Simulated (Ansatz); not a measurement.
Set up this calculation in Ansatz 0.2.0, as the native input.

```
Task                    : single point
Functional              : HSE06 form with a typed share of exact exchange
Potentials or basis     : Ansatz PAW
Cutoff                  : 420 eV (not typed: the program's choice for these potentials)
k mesh                  : 5 × 5 × 3
Occupations             : fermi-dirac, width 0.05 eV
Spin                    : no spin polarisation
Screening (1/Å)         : 0.2
Share of exact exchange : 0.25
```

Crystal: CuO (Tenorite).

```
Cu O
1.0
     2.34185   -1.71130    0.00000
     2.34185    1.71130    0.00000
    -0.85003    0.00000    5.05787
Cu O
2 2
Direct
  0.50000 0.00000 0.50000
  0.00000 0.50000 0.00000
  0.41840 0.58160 0.75000
  0.58160 0.41840 0.25000
```

The input as run:

input.yaml

```yaml
crystal:
  lattice:
    - [2.34185, -1.7113, 0.0]
    - [2.34185, 1.7113, 0.0]
    - [-0.8500274268, 0.0, 5.0578693947]
  atoms:
    - { symbol: Cu, position: [0.5, 0.0, 0.5] }
    - { symbol: Cu, position: [0.0, 0.5, 0.0] }
    - { symbol: O, position: [0.4184, 0.5816, 0.75] }
    - { symbol: O, position: [0.5816, 0.4184, 0.25] }
hamiltonian:
  xc: { exchange: pbe, correlation: pbe, exx: { coeff: 0.25, omega: 0.2 } }
  pseudopotentials: { kind: paw }
kpoints:
  mp_grid: { grid: [5, 5, 3] }
scf:
  occupations: { method: fermi_dirac, width: 0.05 }
output:
  forces: true
  stress: true
  eigenvalues: true
```

Potentials or basis: Ansatz PAW.

Run with:

```sh
$ ansatz run input.yaml --threads 2 --pin off --max-ram 5632MiB --backend cpu --events-out ev --progress --plain --runs-dir out
```

It gave:

```yaml
Pressure: 0.0 GPa
Largest_force: 0.280 eV/Å
Band_gap_on_the_k_mesh: none (metal or under the smearing width)
```

Caveat: the k mesh is coarse (spacing up to 0.46 Å⁻¹), so the values aren't converged, least of all with exact exchange; the pressure holds a Pulay correction of +0.7 GPa for the finite cutoff; the run has no spin polarisation, though such a crystal can be magnetic; the PAW data sets come from PBE, with cores solved anew for the run's functional, which leaves a small shift of forces and pressure; the thresholds are loose for stress.

Wall time 38 s on 2 threads of Intel(R) Xeon(R) Processor @ 2.70GHz, with other jobs on the host, peak memory 0.93 GiB.
